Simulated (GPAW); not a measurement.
# CoSi (Pm-3m) in GPAW: convergence with smearing width (eV)

Aim: find how far smearing width (eV) must go before the results for CoSi settle, at PBEsol. This setting moves, with any that are tied to it; all else stays.

Everything below comes from runs of GPAW 26.7.0. Logs are shortened: lines on timing, memory, paths and dates and some standing lists are left out, and cuts for length are marked. The log counts tension as positive stress, the text compression.

## 1. Starting point

The structure is cubic, space group Pm-3m (No. 221). The conventional cell has a = 2.781 Å, b = 2.781 Å, c = 2.781 Å, α = 90.00°, β = 90.00°, γ = 90.00°. Around Co (site symmetry m-3m) lie 8 Si at 2.41 Å. Si (site symmetry m-3m) has 8 Co at 2.41 Å as nearest neighbours.

Measurements of this composition are mostly on another form, of space group No. 198.

## 2. With smearing width (eV) 0.5

The input, run.py:

```python
from ase import Atoms
from ase.dft.bandgap import bandgap
from ase.io import write
from ase.units import GPa
from gpaw import GPAW, PW, setup_paths

setup_paths.insert(0, '.')

atoms = Atoms(['Co', 'Si'],
              cell=[[2.781334, 0.0, 0.0],
                    [0.0, 2.781334, 0.0],
                    [0.0, 0.0, 2.781334]],
              scaled_positions=[[0.0, 0.0, 0.0],
                                [0.5, 0.5, 0.5]],
              pbc=True)
atoms.set_initial_magnetic_moments([2.0, 0.0])

calc = GPAW(mode=PW(600),
            xc='PBEsol',
            kpts={'size': (10, 10, 10), 'gamma': True},
            occupations={'name': 'methfessel-paxton', 'order': 0, 'width': 0.5},
            nbands=16,
            convergence={'density': 1e-05, 'energy': 1e-05},
            maxiter=100,
            txt='gpaw.txt')
atoms.calc = calc
energy = atoms.get_potential_energy()
forces = atoms.get_forces()
stress = atoms.get_stress()
calc.write('gs.gpw')
write('result.traj', atoms)
print(f'Energy: {energy:.6f} eV')
print('Forces (eV/A):')
print(forces.round(4))
print('Stress (GPa):', (stress / GPa).round(3))
print('Moments:', calc.get_magnetic_moments().round(3))
print('Fermi level:', round(calc.get_fermi_level(), 4), 'eV')
print(f'Gap: {bandgap(calc)[0]:.4f} eV, direct: {bandgap(calc, direct=True)[0]:.4f} eV')
```

Potentials or basis: PAW data sets generated in the run's folder for this functional, pw.

Launch:

```
gpaw-setup -f PBEsol Co Si
OMP_NUM_THREADS=1 python run.py
```

It took 38 s on 1 thread of Arm Neoverse V1, shared host; peak memory 0.16 GiB.

What came out:

* Free energy: -15.8106 eV
* Pressure: -5.5 GPa
* Band gap on the k mesh: none (metal or under the smearing width)
* Net moment: 0.00 μB per cell

## 3. With smearing width (eV) 0.3

run.py, as its differences from that of step 2:

```diff
@@ -20,3 +20,3 @@
             kpts={'size': (10, 10, 10), 'gamma': True},
-            occupations={'name': 'methfessel-paxton', 'order': 0, 'width': 0.5},
+            occupations={'name': 'methfessel-paxton', 'order': 0, 'width': 0.3},
             nbands=16,
```

Potentials or basis: PAW data sets generated in the run's folder for this functional, pw.

Launch:

```
gpaw-setup -f PBEsol Co Si
OMP_NUM_THREADS=1 python run.py
```

It took 30 s on 1 thread of Arm Neoverse V1, shared host; peak memory 0.15 GiB.

Results:

```yaml
Free_energy: -15.7482 eV
Pressure: -5.4 GPa
Band_gap_on_the_k_mesh: none (metal or under the smearing width)
Net_moment: 0.44 μB per cell
Site_moments: Co +0.45; Si +0.00 μB
```

## 4. With smearing width (eV) 0.2

run.py, as its differences from that of step 3:

```diff
@@ -20,3 +20,3 @@
             kpts={'size': (10, 10, 10), 'gamma': True},
-            occupations={'name': 'methfessel-paxton', 'order': 0, 'width': 0.3},
+            occupations={'name': 'methfessel-paxton', 'order': 0, 'width': 0.2},
             nbands=16,
```

Launch:

```
gpaw-setup -f PBEsol Co Si
OMP_NUM_THREADS=1 python run.py
```

It took 28 s on 1 thread of Arm Neoverse V1, shared host; peak memory 0.16 GiB.

The run converged. Its results:

| Item | Value |
| --- | --- |
| Free energy | -15.7282 eV |
| Pressure | -5.2 GPa |
| Band gap on the k mesh | none (metal or under the smearing width) |
| Net moment | 0.50 μB per cell |
| Site moments | Co +0.51; Si +0.00 μB |

## 5. With smearing width (eV) 0.15

run.py, as its differences from that of step 4:

```diff
@@ -20,3 +20,3 @@
             kpts={'size': (10, 10, 10), 'gamma': True},
-            occupations={'name': 'methfessel-paxton', 'order': 0, 'width': 0.2},
+            occupations={'name': 'methfessel-paxton', 'order': 0, 'width': 0.15},
             nbands=16,
```

Launch:

```
gpaw-setup -f PBEsol Co Si
OMP_NUM_THREADS=1 python run.py
```

Wall time 28 s (1 thread of Arm Neoverse V1, shared host); peak memory 0.15 GiB.

Results (log left out):

```
Free energy            : -15.7206 eV
Pressure               : -5.2 GPa
Band gap on the k mesh : none (metal or under the smearing width)
Net moment             : 0.52 μB per cell
Site moments           : Co +0.52; Si +0.01 μB
```

## 6. With smearing width (eV) 0.1

run.py, as its differences from that of step 5:

```diff
@@ -20,3 +20,3 @@
             kpts={'size': (10, 10, 10), 'gamma': True},
-            occupations={'name': 'methfessel-paxton', 'order': 0, 'width': 0.15},
+            occupations={'name': 'methfessel-paxton', 'order': 0, 'width': 0.1},
             nbands=16,
```

Potentials or basis: PAW data sets generated in the run's folder for this functional, pw.

Launch:

```
gpaw-setup -f PBEsol Co Si
OMP_NUM_THREADS=1 python run.py
```

Wall time 28 s (1 thread of Arm Neoverse V1, shared host); peak memory 0.15 GiB.

The run converged. Its results:

```yaml
Free_energy: -15.7146 eV
Pressure: -5.2 GPa
Band_gap_on_the_k_mesh: none (metal or under the smearing width)
Net_moment: 0.54 μB per cell
Site_moments: Co +0.54; Si +0.01 μB
```

## 7. With smearing width (eV) 0.05

run.py, as its differences from that of step 6:

```diff
@@ -20,3 +20,3 @@
             kpts={'size': (10, 10, 10), 'gamma': True},
-            occupations={'name': 'methfessel-paxton', 'order': 0, 'width': 0.1},
+            occupations={'name': 'methfessel-paxton', 'order': 0, 'width': 0.05},
             nbands=16,
```

Launch:

```
gpaw-setup -f PBEsol Co Si
OMP_NUM_THREADS=1 python run.py
```

It took 29 s on 1 thread of Arm Neoverse V1, shared host; peak memory 0.15 GiB.

Results (log left out):

```yaml
Free_energy: -15.7108 eV
Pressure: -5.2 GPa
Band_gap_on_the_k_mesh: none (metal or under the smearing width)
Net_moment: 0.54 μB per cell
Site_moments: Co +0.54; Si +0.01 μB
```

## 8. With smearing width (eV) 0.025

run.py, as its differences from that of step 7:

```diff
@@ -20,3 +20,3 @@
             kpts={'size': (10, 10, 10), 'gamma': True},
-            occupations={'name': 'methfessel-paxton', 'order': 0, 'width': 0.05},
+            occupations={'name': 'methfessel-paxton', 'order': 0, 'width': 0.025},
             nbands=16,
```

Launch:

```
gpaw-setup -f PBEsol Co Si
OMP_NUM_THREADS=1 python run.py
```

Wall time 29 s (1 thread of Arm Neoverse V1, shared host); peak memory 0.16 GiB.

The run converged. Its results:

| Item | Value |
| --- | --- |
| Free energy | -15.7097 eV |
| Pressure | -5.2 GPa |
| Band gap on the k mesh | none (metal or under the smearing width) |
| Net moment | 0.54 μB per cell |
| Site moments | Co +0.54; Si +0.01 μB |

## 9. With smearing width (eV) 0.01

run.py, as its differences from that of step 8:

```diff
@@ -20,3 +20,3 @@
             kpts={'size': (10, 10, 10), 'gamma': True},
-            occupations={'name': 'methfessel-paxton', 'order': 0, 'width': 0.025},
+            occupations={'name': 'methfessel-paxton', 'order': 0, 'width': 0.01},
             nbands=16,
```

Potentials or basis: PAW data sets generated in the run's folder for this functional, pw.

Launch:

```
gpaw-setup -f PBEsol Co Si
OMP_NUM_THREADS=1 python run.py
```

gpaw.txt:

```text
__  _  _
 | _ |_)|_||  |
 |__||  | ||/\| - 26.7.0

Input parameters:
  mode=PW(ecut=600.0),
  convergence={'density': 1e-05, 'energy': 1e-05},
  kpts=MonkhorstPack(size=(10, 10, 10), gamma=True),
  maxiter=100,
  nbands=16,
  occupations=Occupations(name='methfessel-paxton', order=0, width=0.01),
  xc=XC(name='PBEsol')

Diagonalizing LCAO Hamiltonian
Converting LCAO to pw mode
   .------.
  /|      |
 * |  Si  |
 | .------.
 |/      /
 Co-----*

Atoms  # Å, Bohr magnetons
|   | symbol |        x |        y |        z |    initial magnetic moments |
|---|--------|----------|----------|----------|-----------------------------|
| 0 |     Co | 0.000000 | 0.000000 | 0.000000 | ( 0.0000,  0.0000,  2.0000) |
| 1 |     Si | 1.390667 | 1.390667 | 1.390667 | ( 0.0000,  0.0000,  0.0000) |

Unit cell  # Å
| periodic |        x |        y |        z |  lengths |    angles |
|----------|----------|----------|----------|----------|-----------|
|      yes | 2.781334 | 0.000000 | 0.000000 | 2.781334 | 90.000000 |
|      yes | 0.000000 | 2.781334 | 0.000000 | 2.781334 | 90.000000 |
|      yes | 0.000000 | 0.000000 | 2.781334 | 2.781334 | 90.000000 |

Number of symmetries: 48
Symmetry operations  # r_c * U_cc + t_c -> r_c
|    | kind |            matrix            |
|----|------|------------------------------|
|  0 |  E   |  1, 0, 0,  0, 1, 0,  0, 0, 1 |
|  1 |  σ   |  1, 0, 0,  0, 1, 0,  0, 0,-1 |
|  2 |  σ   |  1, 0, 0,  0, 0, 1,  0, 1, 0 |
|  3 |  C4  |  1, 0, 0,  0, 0, 1,  0,-1, 0 |
|  4 |  C4  |  1, 0, 0,  0, 0,-1,  0, 1, 0 |
|  5 |  σ   |  1, 0, 0,  0, 0,-1,  0,-1, 0 |
|  6 |  σ   |  1, 0, 0,  0,-1, 0,  0, 0, 1 |
|  7 |  C2  |  1, 0, 0,  0,-1, 0,  0, 0,-1 |
|  8 |  σ   |  0, 1, 0,  1, 0, 0,  0, 0, 1 |
|  9 |  C2  |  0, 1, 0,  1, 0, 0,  0, 0,-1 |
| 10 |  C3  |  0, 1, 0,  0, 0, 1,  1, 0, 0 |
| 11 |  S6  |  0, 1, 0,  0, 0, 1, -1, 0, 0 |
| 12 |  S6  |  0, 1, 0,  0, 0,-1,  1, 0, 0 |
| 13 |  C3  |  0, 1, 0,  0, 0,-1, -1, 0, 0 |
| 14 |  C4  |  0, 1, 0, -1, 0, 0,  0, 0, 1 |
| 15 |  S4  |  0, 1, 0, -1, 0, 0,  0, 0,-1 |
| 16 |  C3  |  0, 0, 1,  1, 0, 0,  0, 1, 0 |
| 17 |  S6  |  0, 0, 1,  1, 0, 0,  0,-1, 0 |
| 18 |  σ   |  0, 0, 1,  0, 1, 0,  1, 0, 0 |
| 19 |  C4  |  0, 0, 1,  0, 1, 0, -1, 0, 0 |
| 20 |  C2  |  0, 0, 1,  0,-1, 0,  1, 0, 0 |
| 21 |  S4  |  0, 0, 1,  0,-1, 0, -1, 0, 0 |
| 22 |  S6  |  0, 0, 1, -1, 0, 0,  0, 1, 0 |
| 23 |  C3  |  0, 0, 1, -1, 0, 0,  0,-1, 0 |
| 24 |  S6  |  0, 0,-1,  1, 0, 0,  0, 1, 0 |
| 25 |  C3  |  0, 0,-1,  1, 0, 0,  0,-1, 0 |
| 26 |  C4  |  0, 0,-1,  0, 1, 0,  1, 0, 0 |
| 27 |  σ   |  0, 0,-1,  0, 1, 0, -1, 0, 0 |
| 28 |  S4  |  0, 0,-1,  0,-1, 0,  1, 0, 0 |
| 29 |  C2  |  0, 0,-1,  0,-1, 0, -1, 0, 0 |
| 30 |  C3  |  0, 0,-1, -1, 0, 0,  0, 1, 0 |
| 31 |  S6  |  0, 0,-1, -1, 0, 0,  0,-1, 0 |
| 32 |  C4  |  0,-1, 0,  1, 0, 0,  0, 0, 1 |
| 33 |  S4  |  0,-1, 0,  1, 0, 0,  0, 0,-1 |
| 34 |  S6  |  0,-1, 0,  0, 0, 1,  1, 0, 0 |
| 35 |  C3  |  0,-1, 0,  0, 0, 1, -1, 0, 0 |
| 36 |  C3  |  0,-1, 0,  0, 0,-1,  1, 0, 0 |
| 37 |  S6  |  0,-1, 0,  0, 0,-1, -1, 0, 0 |
| 38 |  σ   |  0,-1, 0, -1, 0, 0,  0, 0, 1 |
| 39 |  C2  |  0,-1, 0, -1, 0, 0,  0, 0,-1 |
| 40 |  σ   | -1, 0, 0,  0, 1, 0,  0, 0, 1 |
[... 96 lines left out ...]
    |   3s |  2.000 |     -10.768 |    1.058 |
    |   3p |  2.000 |      -4.057 |    1.058 |
    |    s |        |      16.444 |    1.058 |
    |    p |        |      23.155 |    1.058 |
    |    d |        |       0.000 |    1.058 |

    Using partial waves for Si as LCAO basis

Reference energy: -45740.557202  # eV

eigensolver:
  PPCG
  Converge bands: occupied
  niter=2

density mixing:
  MSR1-Mixer
  Pratt-step length: 0.05
  Maximum mixing coefficient: 0.75
  Old densities: 10
  SVD Regularization: 0.005
  Good broyden scale: 1.0
  Trust region scale: 1.0
  Backstep threshold: 4.0
  History deletion threshold: 6.0
  Fourier metric: weight=20.0, sigma=0.015

occupation numbers:
  Methfessel-Paxton:
    width: 0.0100  # eV
    order: 0

poisson solver:
  ecut: 4800.0  # eV

xc functional:
  name: PBEsol with 2 nearest neighbor stencil

convergence criteria:
- Maximum integral of absolute [dens]ity change: 1e-05 electrons / valence electron
- Maximum [total energy] change in last 3 cyles: 1e-05 eV / valence electron
- Maximum integral of absolute [eigenst]ate change: 4e-08 eV^2 / valence electron
maximum number of iterations: 100

SCF iterations
|iter     | |      energy | eigst |  dens |  magmom |
|---------|-|-------------|-------|-------|---------|
|iter:   1| |  -15.546204 | +0.60 |       |  +2.0039|
|iter:   2| |  -15.493457 | -1.90 | -0.78 |  +1.9401|
|iter:   3| |  -15.621205 | -2.68 | -0.84 |  +1.4707|
|iter:   4| |  -15.754138 | -1.99 | -1.05 |  +0.8808|
|iter:   5| |  -15.695091 | -2.35 | -1.32 |  +0.7981|
|iter:   6| |  -15.705094 | -3.32 | -1.65 |  +0.5702|
|iter:   7| |  -15.708565 | -3.87 | -1.99 |  +0.5237|
|iter:   8| |  -15.709246 | -4.50 | -2.33 |  +0.5127|
|iter:   9| |  -15.709285 | -5.35 | -2.50 |  +0.5395|
|iter:  10| |  -15.709289c| -6.46 | -3.42 |  +0.5385|
|iter:  11| |  -15.709290c| -7.74c| -3.86 |  +0.5404|
|iter:  12| |  -15.709290c| -7.84c| -4.29 |  +0.5400|
|iter:  13| |  -15.709290c| -9.04c| -5.34c|  +0.5400|

Converged in 13 steps
Energy contributions relative to reference atoms: (reference = -45740.557202)

Energy contributions:
  Kinetic:          16.435703
  Coulomb:         -11.338877
  Zero:             -0.073209
  External:          0.000000
  Xc:              -20.732827
  Entropy:          -0.000161
  Spinorbit:         0.000000
  ----------------------------
  Free energy:     -15.709370
  Extrapolated:    -15.709290

dipole moment: (-7.481577, -7.481577, -7.481577)  # |e|*Ang

Total magnetic moment: (0.000000, 0.000000, 0.539993)

Local magnetic moments
|        x |        y |        z |
|----------|----------|----------|
| 0.000000 | 0.000000 | 0.537176 |  # Co   0
| 0.000000 | 0.000000 | 0.007759 |  # Si   1

Fermi level: 12.480
Eigenvalues  # (at kpt = [0.000, 0.000, 0.000])
| band index |      eig [eV] | occ [0-1] |      eig [eV] | occ [0-1] |
|------------|---------------|-----------|---------------|-----------|
|          0 |        -1.873 |     1.000 |        -1.851 |     1.000 |
|          1 |         8.293 |     1.000 |         8.837 |     1.000 |
|          2 |         8.293 |     1.000 |         8.837 |     1.000 |
|          3 |        10.884 |     1.000 |        11.266 |     1.000 |
|          4 |        10.884 |     1.000 |        11.266 |     1.000 |
|          5 |        10.884 |     1.000 |        11.266 |     1.000 |
|          6 |        15.399 |     0.000 |        15.424 |     0.000 |
|          7 |        15.399 |     0.000 |        15.424 |     0.000 |
|          8 |        15.399 |     0.000 |        15.424 |     0.000 |
|          9 |        19.892 |     0.000 |        20.152 |     0.000 |
|         10 |        19.892 |     0.000 |        20.152 |     0.000 |
|         11 |        24.343 |     0.000 |        24.454 |     0.000 |
|         12 |        32.122 |     0.000 |        32.172 |     0.000 |
|         13 |        32.122 |     0.000 |        32.172 |     0.000 |
|        ... |               |           |               |           |
|         15 |        36.227 |     0.000 |        36.210 |     0.000 |

No gap
No difference between direct/indirect transitions

Forces  # eV/Ang
|        x |        y |        z |
|----------|----------|----------|
| -0.00000 | -0.00000 | -0.00000 |  # Co   0
| -0.00000 | -0.00000 | -0.00000 |  # Si   1

Stress tensor  # eV/Ang^3
|        x |        y |        z |
|----------|----------|----------|
| 0.032607 | 0.000000 | 0.000000 |
| 0.000000 | 0.032607 | 0.000000 |
| 0.000000 | 0.000000 | 0.032607 |

# Writing to gs.gpw (mode='')
```

Run time: 29 s. Hardware: 1 thread of Arm Neoverse V1, shared host; peak memory 0.16 GiB.

What came out:

```yaml
Free_energy: -15.7094 eV
Pressure: -5.2 GPa
Band_gap_on_the_k_mesh: none (metal or under the smearing width)
Net_moment: 0.54 μB per cell
Site_moments: Co +0.54; Si +0.01 μB
```

## 10. The series at a glance

| smearing width (eV) | energy less the tightest run, at zero smearing (meV/atom) | pressure (GPa) | largest site moment (μB) | SCF cycles | CPU time (s) | peak memory (GiB) |
| --- | --- | --- | --- | --- | --- | --- |
| 0.5 | -1.52 | -5.47 | 0.00 | 16 | 38 | 0.16 |
| 0.3 | -2.14 | -5.35 | 0.45 | 13 | 29 | 0.15 |
| 0.2 | -1.03 | -5.24 | 0.51 | 13 | 28 | 0.16 |
| 0.15 | -0.52 | -5.20 | 0.52 | 13 | 28 | 0.15 |
| 0.1 | -0.19 | -5.19 | 0.54 | 12 | 28 | 0.15 |
| 0.05 | -0.06 | -5.21 | 0.54 | 13 | 29 | 0.15 |
| 0.025 | -0.03 | -5.22 | 0.54 | 13 | 29 | 0.16 |
| 0.01 | 0.00 | -5.22 | 0.54 | 13 | 29 | 0.16 |

Against the tightest run, the energy stays within 1 meV/atom from 0.15 on; the pressure stays within 0.1 GPa from 0.2 on; the largest site moment stays within 0.02 μB from 0.15 on. Narrower smearing needs a denser k mesh, so at a fixed mesh the narrowest width isn't the most accurate. The tightest run that finished is the yardstick and may itself not be fully converged.
